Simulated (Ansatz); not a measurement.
**Re in Ansatz: convergence with k mesh**

Input of the first run (k mesh 3 × 3 × 2); the others differ in this setting and in those tied to it:

input.yaml

```yaml
crystal:
  lattice:
    - [2.7608, 0.0, 0.0]
    - [-1.3804, 2.3909229348, 0.0]
    - [0.0, 0.0, 4.4582]
  atoms:
    - { symbol: Re, position: [0.665191, 0.315792, 0.764074] }
    - { symbol: Re, position: [0.329836, 0.665608, 0.244094] }
hamiltonian:
  xc: pbe
  pseudopotentials: { kind: paw }
kpoints:
  mp_grid: { grid: [3, 3, 2] }
scf:
  occupations: { method: gaussian, width: 0.1 }
output:
  forces: true
  stress: true
  eigenvalues: true
```

Potentials or basis: Ansatz PAW.

Launch:

```console
$ ansatz run input.yaml --threads 2 --pin off --max-ram 5632MiB --backend cpu --events-out ev --progress --plain --runs-dir out
```

The cell isn't the ideal one: atoms moved at random, drawn with an rms of 0.05 Å.

Hardware: 2 threads of Arm Neoverse V1, on a shared host.

```
      k mesh  energy less the tightest run, at zero smearing (meV/atom)  pressure (GPa)  largest force (eV/Å)  SCF cycles  CPU time (s)  peak memory (GiB)
   3 × 3 × 2                                                     335.83           16.41                 1.360           6          0.58               0.25
   4 × 4 × 3                                                     -76.39            6.58                 0.786           6          0.93               0.26
   5 × 5 × 3                                                      -9.71            5.35                 0.887           6           1.2               0.27
   6 × 6 × 4                                                      -0.80            7.87                 0.658           7           2.1                0.3
   8 × 8 × 5                                                       1.27            7.45                 0.631           6             4               0.34
 10 × 10 × 6                                                      -0.08            7.16                 0.487           6           7.4               0.39
 12 × 12 × 7                                                      -0.16            7.46                 0.564           6            12               0.47
 15 × 15 × 8                                                      -0.06            7.44                 0.568           6            22               0.63
18 × 18 × 10                                                       0.00            7.36                 0.540           6            39               0.92
```

Against the tightest run, the energy stays within 1 meV/atom from 10 × 10 × 6 on; the pressure stays within 0.1 GPa from 15 × 15 × 8 on. Not settled before the last step: the largest force (to 0.005 eV/Å). Meshes of other sizes hit other points, so gaps and Fermi surfaces needn't settle smoothly. The tightest run that finished is the yardstick and may itself not be fully converged.

The run has no spin-orbit coupling, so splittings on Re are missing.
